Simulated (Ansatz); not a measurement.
The structure below was relaxed with PBEsol (Ansatz, a program for electronic structure, PAW, no spin-orbit coupling), at pressure −2 GPa.

```xyz
10
Lattice="2.6863 1.5509 4.3640 -2.6863 1.5509 4.3640 0.0000 -3.1018 4.3640" Properties=species:S:1:pos:R:3 pbc="T T T"
La     0.0000     0.0000     3.2730
La     0.0000     0.0000     9.8191
Al     0.0000     0.0000     0.0000
Al     0.0000     0.0000     6.5460
O      0.2020     1.5509     7.6370
O     -1.4441    -0.6005     7.6370
O      1.2421    -0.9504     7.6370
O     -0.2020    -1.5509     5.4550
O      1.4441     0.6005     5.4550
O     -1.2421     0.9504     5.4550
```

**Question.** Find the space group and the Wyckoff positions.

**Answer.** Space group R-3c, hexagonal axes (No. 167); a = b = 5.3725 Å, c = 13.0921 Å, α = β = 90.00°, γ = 120.00°

| atom | site | symmetry | x | y | z |
|---|---|---|---|---|---|
| La | 6a | 32 | 0.0000 | 0.0000 | 0.2500 |
| Al | 6b | -3. | 0.0000 | 0.0000 | 0.0000 |
| O | 18e | .2 | 0.4624 | 0.4624 | 0.2500 |

Load acts through the strain it causes; cell and atoms are relaxed under it. Whether these cells are dynamically stable was not tested. The cell was made from LaAlO₃ (space group R-3c, No. 167) by this change: pressure −2 GPa.
